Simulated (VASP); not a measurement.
# Al (Fm-3m) in VASP: a series of runs

The runs below take Al through relaxation of cell and atoms, with PBE.

Everything below comes from runs of VASP 6.6.1. Logs are shortened: lines on timing, memory, paths and dates and some standing lists are left out, and cuts for length are marked.

## (1) Starting point

The structure is cubic, space group Fm-3m (No. 225). The conventional cell has a = 4.050 Å, b = 4.050 Å, c = 4.050 Å, α = 90.00°, β = 90.00°, γ = 90.00°. Al (site symmetry m-3m) is surrounded by 12 Al at 2.86 Å.

## (2) Relaxation of cell and atoms, PBE

Contents of INCAR:

```
SYSTEM = Al
PREC = Accurate ; ENCUT = 250
EDIFF = 1E-7 ; ISMEAR = 0
SIGMA = 0.1 ; LREAL = .False.
LASPH = .True. ; NELM = 100
ALGO = Normal ; ISIF = 3
LWAVE = .False. ; LCHARG = .False.
GGA = PE ; IBRION = 2
NSW = 80 ; EDIFFG = -0.002
```

Contents of KPOINTS:

```
regular mesh
0
Gamma
  18 18 18
  0 0 0
```

Contents of POSCAR:

```
Al
1.0
    0.0000000000      2.0248050000      2.0248050000
    2.0248050000      0.0000000000      2.0248050000
    2.0248050000      2.0248050000      0.0000000000
Al
1
Direct
    0.0000000000      0.0000000000      0.0000000000
```

Potentials or basis: VASP PAW PBE potentials, release 64 (Al).

Run with:

```sh
$ cat potpaw_PBE.64/Al/POTCAR > POTCAR
$ mpirun -np 1 vasp_std > vasp.out
```

OUTCAR:

```text
SYSTEM = Al
   PREC = Accurate
   ENCUT = 250
   EDIFF = 1E-7
   ISMEAR = 0
   LREAL = .False.
   LASPH = .True.
   NELM = 100
   ISIF = 3
   GGA = PE
   IBRION = 2
   NSW = 80
   EDIFFG = -0.002

 ion  position               nearest neighbor table
   1  0.000  0.000  0.000-

  LATTYP: Found a face centered cubic cell.
 ALAT       =     4.0496100000

  Lattice vectors:

 A1 = (   0.0000000000,   2.0248050000,   2.0248050000)
 A2 = (   2.0248050000,   0.0000000000,   2.0248050000)
 A3 = (   2.0248050000,   2.0248050000,   0.0000000000)

Analysis of symmetry for initial positions (statically):
=====================================================================
 Subroutine PRICEL returns:
 Original cell was already a primitive cell.

 Routine SETGRP: Setting up the symmetry group for a
 face centered cubic supercell.

 Subroutine GETGRP returns: Found 48 space group operations
 (whereof 48 operations were pure point group operations)
 out of a pool of 48 trial point group operations.

The static configuration has the point symmetry O_h .

Analysis of symmetry for dynamics (positions and initial velocities):
=====================================================================
 Subroutine PRICEL returns:
 Original cell was already a primitive cell.

 Routine SETGRP: Setting up the symmetry group for a
 face centered cubic supercell.

 Subroutine GETGRP returns: Found 48 space group operations
 (whereof 48 operations were pure point group operations)
 out of a pool of 48 trial point group operations.

The dynamic configuration has the point symmetry O_h .

 Subroutine INISYM returns: Found 48 space group operations
 (whereof 48 operations are pure point group operations),
 and found     1 'primitive' translations

----------------------------------------------------------------------------------------

                                     Primitive cell

  volume of cell :      16.6027

  direct lattice vectors                    reciprocal lattice vectors
     0.000000000  2.024805000  2.024805000    -0.246937359  0.246937359  0.246937359
     2.024805000  0.000000000  2.024805000     0.246937359 -0.246937359  0.246937359
     2.024805000  2.024805000  0.000000000     0.246937359  0.246937359 -0.246937359

  length of vectors
     2.863506692  2.863506692  2.863506692     0.427708053  0.427708053  0.427708053

  position of ions in fractional coordinates (direct lattice)
[... 89 lines left out ...]
   NUPDOWN=      -1.0000    fix difference up-down
   EMIN   =  10.00;   EMAX   =-10.00  energy-range for DOS
   EFERMI =   0.00;   METHOD = LEGACY
   ISMEAR =     0;   SIGMA  =   0.10  broadening in eV -4-tet -1-fermi 0-gaus
   EFERMI_NEDOS =   21; number of points for ismear=-14 and -15
   IALGO  =     38    algorithm
   IMIX   =      4    mixing-type and parameters
     AMIX     =   0.40;   BMIX     =  1.00
     AMIX_MAG =   1.60;   BMIX_MAG =  1.00
  volume/ion in A,a.u.               =      16.60       112.04
  Fermi-wavevector in a.u.,A,eV,Ry     =   0.925526  1.748991 11.654733  0.856599
  Thomas-Fermi vector in A             =   2.051390
   LORBIT       =      0    0 simple, 1 ext, 2 COOP (PROOUT), +10 PAW based schemes
   GGA     = PE    functional components
   LHFCALC =     F    Hartree Fock is set to
   AEXX    =    0.0000 exact exchange contribution
   IVDW    =     0    specifies the selected vdW correction
   LEPSILON=     F    determine dielectric tensor
   LRPA    =     F    only Hartree local field effects (RPA)
 conjugate gradient relaxation of ions
 non-spin polarized calculation
 Gauss-broadening in eV      SIGMA  =   0.10
  energy-cutoff  :      250.00
  volume of cell :       16.60
 maximum number of plane-waves:       169
   NGX =  7   NGY =  7   NGZ =  7

--------------------------------------- Ionic step        1  -------------------------------------------

 number of electron       3.0000000 magnetization

 Free energy of the ion-electron system (eV)
  ---------------------------------------------------
  ext. energy  EPLUGINS =         0.00000000
  ---------------------------------------------------
  free energy    TOTEN  =        -3.73545464 eV

  energy without entropy =       -3.73257847  energy(sigma->0) =       -3.73401656

------------------------ aborting loop because EDIFF is reached ----------------------------------------

  FORCE on cell =-STRESS in cart. coord.  units (eV):
  Direction    XX          YY          ZZ          XY          YZ          ZX
  --------------------------------------------------------------------------------------
  -------------------------------------------------------------------------------------
  Total       -0.0504764     -0.0504764     -0.0504764      0.0000000     -0.0000000      0.0000000
  in kB       -4.8710130     -4.8710130     -4.8710130      0.0000000     -0.0000000      0.0000000
  external PRESSURE =      -4.8710130 kB  Pullay stress =       0.0000000 kB
[... 57 lines left out ...]
--------------------------------------- Ionic step        3  -------------------------------------------

 number of electron       3.0000000 magnetization

 Free energy of the ion-electron system (eV)
  ---------------------------------------------------
  ext. energy  EPLUGINS =         0.00000000
  ---------------------------------------------------
  free energy    TOTEN  =        -3.73562039 eV

  energy without entropy =       -3.73269562  energy(sigma->0) =       -3.73415800

 E-fermi :   8.0042     XC(G=0): -10.1973

 val. band max:        7.9977887859   @ k =  -0.2778   0.2778   0.0556
 cond. band min:       8.0067112585   @ k =  -0.2778   0.5000   0.2222
 fundamental gap:      0.0089224726
 Fermi energy:         8.0041672732

 k-point     1 :       0.0000    0.0000    0.0000
  band No.  band energies     occupation
      1      -3.1313      2.00000
      2      20.6738      0.00000
      3      20.6738      0.00000
      4      20.6738      0.00000
      5      22.1224      0.00000
[... 177 lines left out ...]
 k-point    24 :      -0.2222    0.0556    0.0000
  band No.  band energies     occupation
      1      -1.4888      2.00000
      2      11.8605      0.00000
      3      17.3108      0.00000
      4      20.1738      0.00000
      5      21.9330      0.00000

 [... further k-points ...]

------------------------ aborting loop because EDIFF is reached ----------------------------------------

  FORCE on cell =-STRESS in cart. coord.  units (eV):
  Direction    XX          YY          ZZ          XY          YZ          ZX
  --------------------------------------------------------------------------------------
  -------------------------------------------------------------------------------------
  Total        0.0001540      0.0001540      0.0001540      0.0000000      0.0000000     -0.0000000
  in kB        0.0149562      0.0149562      0.0149562      0.0000000      0.0000000     -0.0000000
  external PRESSURE =       0.0149562 kB  Pullay stress =       0.0000000 kB
[... 16 lines left out ...]
  FREE ENERGIE OF THE ION-ELECTRON SYSTEM (eV)
  ---------------------------------------------------
  free  energy   TOTEN  =        -3.7356203851 eV

  energy  without entropy=       -3.7326956168  energy(sigma->0) =       -3.73415800

 reached required accuracy - stopping structural energy minimisation
```

OSZICAR:

```text
N       E                     dE             d eps       ncg     rms          rms(c)
DAV:   1    -0.296585449663E+01   -0.29659E+01   -0.55495E+02  2375   0.159E+02
DAV:   2    -0.375398940344E+01   -0.78813E+00   -0.74926E+00  2725   0.186E+01
DAV:   3    -0.375774494087E+01   -0.37555E-02   -0.37513E-02  2450   0.133E+00
[... 16 lines left out ...]
       N       E                     dE             d eps       ncg     rms          rms(c)
DAV:   1    -0.373562083180E+01   -0.29740E-05   -0.31891E-05  2460   0.346E-02    0.468E-03
DAV:   2    -0.373562061659E+01    0.21521E-06   -0.21385E-07  1965   0.346E-03    0.176E-03
DAV:   3    -0.373562043321E+01    0.18338E-06   -0.25272E-08  1180   0.933E-04    0.600E-04
DAV:   4    -0.373562038506E+01    0.48150E-07   -0.49976E-09  1025   0.457E-04
   3 F= -.37356204E+01 E0= -.37341580E+01  d E =-.165741E-03
```

CONTCAR:

```text
Al
   1.00000000000000
    -0.0000000000000000    2.0204183561772289    2.0204183561772289
     2.0204183561772289   -0.0000000000000000    2.0204183561772289
     2.0204183561772289    2.0204183561772289    0.0000000000000000
  Al
     1
Direct
     0.0000000000000000    0.0000000000000000    0.0000000000000000

  0.00000000E+00  0.00000000E+00  0.00000000E+00
```

It took 5.6 s on 1 thread of Intel Xeon Platinum 8259CL at 2.50GHz (Skylake/Cascade Lake), shared host; peak memory 0.11 GiB.

The run converged, but some of its settings lie outside the range that counts as converged, so its numbers aren't taken as properties of the crystal.

What came out:

```yaml
Free_energy: -3.7356 eV
Relaxed_volume: 16.50 Å³/atom
Relaxed_cell: a = 2.857 Å, b = 2.857 Å, c = 2.857 Å, α = 60.00°, β = 60.00°, γ = 60.00°
Space_group_after_relaxing_to_0.05_Å: Fm-3m (No. 225)
Energy_gained_by_relaxing: 0.2 meV/atom
Ionic_steps: 3
Band_gap_on_the_k_mesh: none (metal or under the smearing width)
```

Caveat: the cutoff is under 1.25 times the usual one of these potentials, so pressure, stress and relaxed cells hold a basis-set (Pulay) error.

## (3) Relaxation of cell and atoms, PBE

This run uses another cell than the first one, of 16.50 Å³/atom, 0.994 times its volume.

INCAR is that of step 2.

KPOINTS is that of step 2.

Contents of POSCAR:

```
Al                                      
1.0
   -0.0000000000      2.0204183562      2.0204183562
    2.0204183562     -0.0000000000      2.0204183562
    2.0204183562      2.0204183562      0.0000000000
  Al            
     1
Direct
     0.0000000000000000    0.0000000000000000    0.0000000000000000
```

Potentials or basis: VASP PAW PBE potentials, release 64 (Al).

Run with:

```sh
$ cat potpaw_PBE.64/Al/POTCAR > POTCAR
$ mpirun -np 1 vasp_std > vasp.out
```

OUTCAR:

```text
SYSTEM = Al
   PREC = Accurate
   ENCUT = 250
   EDIFF = 1E-7
   ISMEAR = 0
   LREAL = .False.
   LASPH = .True.
   NELM = 100
   ISIF = 3
   GGA = PE
   IBRION = 2
   NSW = 80
   EDIFFG = -0.002

 ion  position               nearest neighbor table
   1  0.000  0.000  0.000-

  LATTYP: Found a face centered cubic cell.
 ALAT       =     4.0408367124

  Lattice vectors:

 A1 = (   0.0000000000,   2.0204183562,   2.0204183562)
 A2 = (   2.0204183562,   0.0000000000,   2.0204183562)
[... 375 lines left out ...]
 [... further k-points ...]

------------------------ aborting loop because EDIFF is reached ----------------------------------------

  FORCE on cell =-STRESS in cart. coord.  units (eV):
  Direction    XX          YY          ZZ          XY          YZ          ZX
  --------------------------------------------------------------------------------------
  -------------------------------------------------------------------------------------
  Total        0.0004616      0.0004616      0.0004616     -0.0000000      0.0000000     -0.0000000
  in kB        0.0448322      0.0448322      0.0448322     -0.0000000      0.0000000     -0.0000000
  external PRESSURE =       0.0448322 kB  Pullay stress =       0.0000000 kB

 VOLUME and BASIS-vectors are now :
 -----------------------------------------------------------------------------
  energy-cutoff  :      250.00
  volume of cell :       16.50
      direct lattice vectors                 reciprocal lattice vectors
     0.000000000  2.020418356  2.020418356    -0.247473499  0.247473499  0.247473499
     2.020418356  0.000000000  2.020418356     0.247473499 -0.247473499  0.247473499
     2.020418356  2.020418356  0.000000000     0.247473499  0.247473499 -0.247473499

 POSITION                                       TOTAL-FORCE (eV/Angst)
 -----------------------------------------------------------------------------------
      0.00000      0.00000      0.00000         0.000000      0.000000      0.000000
 -----------------------------------------------------------------------------------
    total drift:                               -0.000000      0.000000      0.000000

  FREE ENERGIE OF THE ION-ELECTRON SYSTEM (eV)
  ---------------------------------------------------
  free  energy   TOTEN  =        -3.7354087531 eV

  energy  without entropy=       -3.7324839528  energy(sigma->0) =       -3.73394635

 reached required accuracy - stopping structural energy minimisation
```

Run time: 4 s. Hardware: 1 thread of Intel Xeon Platinum 8259CL at 2.50GHz (Skylake/Cascade Lake), shared host; peak memory 0.11 GiB.

The run converged, but some of its settings lie outside the range that counts as converged, so its numbers aren't taken as properties of the crystal.

Results:

* Free energy: -3.7354 eV
* Band gap on the k mesh: none (metal or under the smearing width)

Caveat: the cutoff is under 1.25 times the usual one of these potentials, so pressure, stress and relaxed cells hold a basis-set (Pulay) error; the relaxation stopped at its first step, so nothing moved.
